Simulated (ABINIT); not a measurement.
# AlP (F-43m): G0W0 in ABINIT against the bands in the screening, part 2 of 2

How does the gap of AlP (F-43m) converge in the bands in the screening?

ABINIT 10.8.3; PBE and many-body steps on it, plane waves. Known limits of the many-body steps: not at the basis limit; coarse k mesh.

So far. Step 2 (Screening, 4×4×4 mesh, 12 bands, screening to 130.6 eV): Local fields lower ε∞ by 13 %. On a Γ-centred mesh this coarse the value itself is usually too large, while a short band sum pulls it down. Step 5 (19 bands): The gap on the mesh goes from 1.56 eV to 2.26 eV, a correction of +0.69 eV.

The database entry behind the starting cell differs from later determinations by our own check (0.1 to 0.3 % short, probably kX units), so it need not match the best structure at ambient conditions.

## Step 6: Screening, 4×4×4 mesh, 69 bands, screening to 130.6 eV

This step: RPA screening on PBE, plane waves, norm-conserving pseudopotentials.

run.abi reads:

```
acell 3*1.0 Angstrom
rprim 
  -0.000000000000 2.725500000000 2.725500000000
  2.725500000000 -0.000000000000 2.725500000000
  2.725500000000 2.725500000000 -0.000000000000
ntypat 2
znucl 13 15
natom 2
typat 1 2
xred 
  0.000000000000 0.000000000000 0.000000000000
  0.250000000000 0.250000000000 0.250000000000
pp_dirpath "pseudos"
pseudos "Al.upf, P.upf"
ecut 18
ngkpt 4 4 4
nshiftk 1
shiftk 0 0 0
kptopt 1
chksymbreak 0
istwfk *1
occopt 1
irdwfk 1
optdriver 3
nband 69
ecuteps 4.8
inclvkb 2
awtr 1
symchi 1
indata_prefix "in"
outdata_prefix "out"
tmpdata_prefix "tmp"
```

Command:

```console
> OMP_NUM_THREADS=1 mpirun -n 4 abinit run.abi > log
```

Log:

```text
.Version 10.8.3 of ABINIT. v10.8.2 released Aug 2026.

 Symmetries : space group F-4 3 m (#216); Bravais cF (face-center cubic)
[... echo of the input left out ...]
== DATASET  1 ==================================================================
-   mpi_nproc: 4, omp_nthreads: 1 (-1 if OMP is not activated)

--- !DatasetInfo
iteration_state: {dtset: 1, }
dimensions: {natom: 2, nkpt: 8, mband: 69, nsppol: 1, nspinor: 1, nspden: 1, mpw: 1008, }
cutoff_energies: {ecut:  18.0, pawecutdg:  -1.0, }
[...]
--------------------------------------------------------------------------------
[... chi0 elements left out ...]
 For q-point:  0.000010 0.000020 0.000030
  dielectric constant =  10.6981
  dielectric constant without local fields =  12.1864

  Average fulfillment of the sum rule on Im[epsilon] for q-point    1 :     82.54  [%]
[... wings left out ...]
  q-point number  2        q = ( 0.250000, 0.000000, 0.000000) [r.l.u.]
--------------------------------------------------------------------------------
[... chi0 elements left out ...]
  Average fulfillment of the sum rule on Im[epsilon] for q-point    2 :     88.88  [%]

 [... 6 further q-points ...]
```

Wall time 5.6 s (4 MPI ranks of Arm Neoverse V1, shared host); peak memory 0.4 GiB; 22 s of CPU time.

This step gave:

```yaml
eps_infinity_with_local_fields_on_this_mesh_along_the_program_s_q_direction: 10.70
the_same_without_local_fields: 12.19
plasma_frequency: 16.51 eV
plane_waves_in_the_screening_matrix: 137
```

## Step 7: 69 bands

This step: G0W0 on PBE, plane waves, norm-conserving pseudopotentials.

run.abi, as its differences from that of step 6:

```diff
@@ -23,8 +23,17 @@
 irdwfk 1
-optdriver 3
+optdriver 4
 nband 69
+gwcalctyp 0
+ecutsigx 18
+symsigma 1
+nkptgw 2
+kptgw 
+  0.0000000000 0.0000000000 0.0000000000
+  0.5000000000 0.5000000000 0.0000000000
+bdgw 
+  2 8
+  3 6
 ecuteps 4.8
-inclvkb 2
-awtr 1
-symchi 1
+irdscr 1
+ppmodel 1
 indata_prefix "in"
```

Log:

```text
.Version 10.8.3 of ABINIT. v10.8.2 released Aug 2026.

 Symmetries : space group F-4 3 m (#216); Bravais cF (face-center cubic)
[... echo of the input left out ...]
== DATASET  1 ==================================================================
-   mpi_nproc: 4, omp_nthreads: 1 (-1 if OMP is not activated)

--- !DatasetInfo
iteration_state: {dtset: 1, }
dimensions: {natom: 2, nkpt: 8, mband: 69, nsppol: 1, nspinor: 1, nspden: 1, mpw: 1008, }
cutoff_energies: {ecut:  18.0, pawecutdg:  -1.0, }
[...]
Band     E0 <VxcDFT>   SigX SigC(E0)      Z dSigC/dE  Sig(E)    E-E0       E
[...]
5   5.439  -8.285  -4.492  -3.636   0.796  -0.257  -8.160   0.125   5.564
        6   6.343  -9.002  -4.950  -3.710   0.791  -0.264  -8.731   0.271   6.614

== END DATASET(S) ==============================================================
================================================================================

 -outvars: echo values of variables after computation  --------
           etotal      0.0000000000E+00
            nband          69
             nkpt           8
          spgroup         216
 [... the other variables as echoed above ...]

 Calculation completed.
```

Elapsed: 4.2 s, on 4 MPI ranks; peak memory 0.41 GiB; 17 s of CPU time.

This step gave:

* G0W0 gap on the points computed: 2.272 eV
* starting gap on the mesh: 1.564 eV
* k of the valence top: 0, 0, 0
* k of the conduction bottom: 0.5, 0.5, 0
* least direct G0W0 gap on the computed points: 4.202 eV

Against the run before, the gap moves by +0.015 eV.

## Step 8: Screening, 4×4×4 mesh, 156 bands, screening to 130.6 eV

This step: RPA screening on PBE, plane waves, norm-conserving pseudopotentials.

run.abi, as its differences from that of step 7:

```diff
@@ -23,17 +23,8 @@
 irdwfk 1
-optdriver 4
-nband 69
-gwcalctyp 0
-ecutsigx 18
-symsigma 1
-nkptgw 2
-kptgw 
-  0.0000000000 0.0000000000 0.0000000000
-  0.5000000000 0.5000000000 0.0000000000
-bdgw 
-  2 8
-  3 6
+optdriver 3
+nband 156
 ecuteps 4.8
-irdscr 1
-ppmodel 1
+inclvkb 2
+awtr 1
+symchi 1
 indata_prefix "in"
```

Log:

```text
.Version 10.8.3 of ABINIT. v10.8.2 released Aug 2026.

 Symmetries : space group F-4 3 m (#216); Bravais cF (face-center cubic)
[... echo of the input left out ...]
== DATASET  1 ==================================================================
-   mpi_nproc: 4, omp_nthreads: 1 (-1 if OMP is not activated)

--- !DatasetInfo
iteration_state: {dtset: 1, }
dimensions: {natom: 2, nkpt: 8, mband: 156, nsppol: 1, nspinor: 1, nspden: 1, mpw: 1008, }
cutoff_energies: {ecut:  18.0, pawecutdg:  -1.0, }
[...]
--------------------------------------------------------------------------------
[... chi0 elements left out ...]
 For q-point:  0.000010 0.000020 0.000030
  dielectric constant =  10.7015
  dielectric constant without local fields =  12.1870

  Average fulfillment of the sum rule on Im[epsilon] for q-point    1 :     92.62  [%]
[... wings left out ...]
  q-point number  2        q = ( 0.250000, 0.000000, 0.000000) [r.l.u.]
--------------------------------------------------------------------------------
[... chi0 elements left out ...]
  Average fulfillment of the sum rule on Im[epsilon] for q-point    2 :     93.62  [%]

 [... 6 further q-points ...]
```

The job ended after 10 s (4 MPI ranks; peak memory 0.57 GiB; 40 s of CPU time).

This step gave:

| Quantity | Value |
| --- | --- |
| ε∞ with local fields, on this mesh, along the program's q direction | 10.70 |
| the same without local fields | 12.19 |
| plasma frequency | 16.51 eV |
| plane waves in the screening matrix | 137 |

## Step 9: 156 bands

This step: G0W0 on PBE, plane waves, norm-conserving pseudopotentials.

run.abi, as its differences from that of step 8:

```diff
@@ -23,8 +23,17 @@
 irdwfk 1
-optdriver 3
-nband 156
+optdriver 4
+nband 69
+gwcalctyp 0
+ecutsigx 18
+symsigma 1
+nkptgw 2
+kptgw 
+  0.0000000000 0.0000000000 0.0000000000
+  0.5000000000 0.5000000000 0.0000000000
+bdgw 
+  2 8
+  3 6
 ecuteps 4.8
-inclvkb 2
-awtr 1
-symchi 1
+irdscr 1
+ppmodel 1
 indata_prefix "in"
```

Log:

```text
.Version 10.8.3 of ABINIT. v10.8.2 released Aug 2026.

 Symmetries : space group F-4 3 m (#216); Bravais cF (face-center cubic)
[... echo of the input left out ...]
== DATASET  1 ==================================================================
-   mpi_nproc: 4, omp_nthreads: 1 (-1 if OMP is not activated)

--- !DatasetInfo
iteration_state: {dtset: 1, }
dimensions: {natom: 2, nkpt: 8, mband: 69, nsppol: 1, nspinor: 1, nspden: 1, mpw: 1008, }
cutoff_energies: {ecut:  18.0, pawecutdg:  -1.0, }
[...]
Band     E0 <VxcDFT>   SigX SigC(E0)      Z dSigC/dE  Sig(E)    E-E0       E
[...]
5   5.439  -8.285  -4.492  -3.665   0.795  -0.257  -8.183   0.102   5.541
        6   6.343  -9.002  -4.950  -3.745   0.791  -0.264  -8.759   0.243   6.587

== END DATASET(S) ==============================================================
================================================================================

 -outvars: echo values of variables after computation  --------
           etotal      0.0000000000E+00
            nband          69
             nkpt           8
          spgroup         216
 [... the other variables as echoed above ...]

 Calculation completed.
```

The job ended after 4.2 s (4 MPI ranks; peak memory 0.41 GiB).

This step gave:

* G0W0 gap on the points computed: 2.286 eV
* starting gap on the mesh: 1.564 eV
* k of the valence top: 0, 0, 0
* k of the conduction bottom: 0.5, 0.5, 0
* least direct G0W0 gap on the computed points: 4.206 eV

Against the run before, the gap moves by +0.014 eV.

## Step 10: Side by side

Times are wall times on 4 MPI ranks of Arm Neoverse V1, shared host, good to a factor of about two. A run's time includes the screening step that it read.

| run | mesh | bands | screening cutoff (eV) | DFT gap (eV) | gap on the mesh (eV) | direct (eV) | ε∞ used | time |
| --- | --- | --- | --- | --- | --- | --- | --- | --- |
| 12 bands | 4×4×4 | 69 | 130.6 | 1.564 | 2.293 | 4.221 | 10.61 | 6.7 s |
| 19 bands | 4×4×4 | 69 | 130.6 | 1.564 | 2.257 | 4.180 | 10.65 | 7.2 s |
| 69 bands | 4×4×4 | 69 | 130.6 | 1.564 | 2.272 | 4.202 | 10.70 | 9.8 s |
| 156 bands | 4×4×4 | 69 | 130.6 | 1.564 | 2.286 | 4.206 | 10.70 | 14 s |

## Step 11: Outcome

```yaml
12_bands: 2.293 eV
19_bands: 2.257 eV
69_bands: 2.272 eV
156_bands: 2.286 eV
known_limits: not at the basis limit; coarse k mesh
```

In words: The setting moved: bands in the screening. From 12 bands to 156 bands the gap moves by −0.01 eV, for 2.1 times the time, not steadily: it passes through 2.26 eV. The last step still moves it by +0.014 eV. Bands and screening cutoff are coupled, so a series along one setting does not show full convergence. Bands and cutoff are finite, so the gap is not at the basis limit. The miss can reach some tenths of an eV and take either sign; the mesh is an error of its own. In the G0W0 runs levels were corrected at 2 k points alone, so a gap called «on the mesh» is the least over those, and an edge elsewhere would be missed. The 4×4×4 mesh is coarse for this cell, which bears on the long-range parts of exchange and screening.

[Paths, hosts, dates, memory and timing lines, banners, echoed tables and standing remarks are left out of the program output.]

[Logs are printed without paths, hosts, clocks, repeated set-up lines and the standing remarks that a program may print on its own settings, such as how far it seeks lower states.]

[Runs of the session that timed out or met a known fault of the program may be left out.]

[Hosts, paths, dates, database ids (printed as entryN), source tags and the programs' standing remarks are cut or masked in the printed files.]

[G0W0 gaps are taken among the corrected bands and points alone; a level outside them can change the order at an edge.]

[Where Ansatz stands beside ABINIT at settings called matched, ABINIT's density can come from a denser mesh and the files from another edition; pairs whose starting gaps differed by over 0.03 eV were left out, so agreement reads better than it is.]
